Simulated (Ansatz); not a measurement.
## TiAl3 in Ansatz: the effect of functional

TiAl3:

```
CELL_PARAMETERS angstrom
-1.88528 1.88528 4.22281
1.88528 -1.88528 4.22281
1.88528 1.88528 -4.22281
ATOMIC_POSITIONS crystal
Ti 0.00000 0.00000 0.00000
Al 0.25000 0.75000 0.50000
Al 0.75000 0.25000 0.50000
Al 0.50000 0.50000 0.00000
```

The cell comes from a database or a generator and needn't be the stable form of this composition.

The cell isn't the ideal one: volume scaled by 0.96.

Alike in all runs:

```yaml
Program: Ansatz 0.2.0
Task: single point
Potentials_or_basis: Ansatz PAW
k_mesh: 10 × 10 × 10
Occupations: fermi-dirac, width 0.05 eV
Spin: no spin polarisation
```

```tsv
functional	cutoff	pressure (GPa)
LDA	420 eV (not typed: the program's choice for these potentials)	?
r2SCAN	500 eV (not typed: the program's choice for these potentials)	5.2
PBE	420 eV (not typed: the program's choice for these potentials)	7.2
```

**Question.** What does the run with functional LDA give?

**Answer.** Pressure 1.1 GPa.

Caveats: the PAW data sets come from PBE, with cores solved anew for the run's functional, which leaves a small shift of forces and pressure (some runs).
